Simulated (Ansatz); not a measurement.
# PbF₂ — electric field gradients

The cell is an entry of the Crystallography Open Database (COD), its atoms then relaxed with PBE in this cell.

Space group Pnma (No. 62); a = 6.4400, b = 3.8990, c = 7.6510 Å.

| site | Wyckoff | site symmetry | x | y | z |
| --- | --- | --- | --- | --- | --- |
| Pb | 4c | .m. | 0.2557 | 0.2500 | 0.1050 |
| F5 | 4c | .m. | 0.8592 | 0.2500 | 0.0675 |
| F9 | 4c | .m. | 0.4750 | 0.2500 | 0.8440 |

One atom of each set is listed.

The numbers come from a DFT calculation in Ansatz (r2SCAN, plane waves and PAW, scalar-relativistic, 500 eV cutoff, Γ-centred 3×5×3 k-points, Fermi–Dirac smearing 0.02 eV).

Conventions: |V_zz| ≥ |V_yy| ≥ |V_xx|, η = (V_xx − V_yy)/V_zz, C_Q = eQV_zz/h.

```json
{"site": "Pb", "atoms": "4", "first shell": "9 F at 2.45–3.06 Å", "V_zz (10²¹ V/m²)": "-4.10", "η": "0.48", "C_Q (MHz)": "–"}
{"site": "F5", "atoms": "4", "first shell": "4 Pb at 2.47–2.59 Å", "V_zz (10²¹ V/m²)": "-1.81", "η": "0.43", "C_Q (MHz)": "–"}
{"site": "F9", "atoms": "4", "first shell": "5 Pb at 2.45–3.06 Å", "V_zz (10²¹ V/m²)": "1.01", "η": "0.79", "C_Q (MHz)": "–"}
```

Pb, F have no stable isotope with a ground-state quadrupole moment in the table, so no C_Q is given.

Spin–orbit coupling is left out, which shifts gradients on Pb by a few per cent, and by more where contributions nearly cancel.
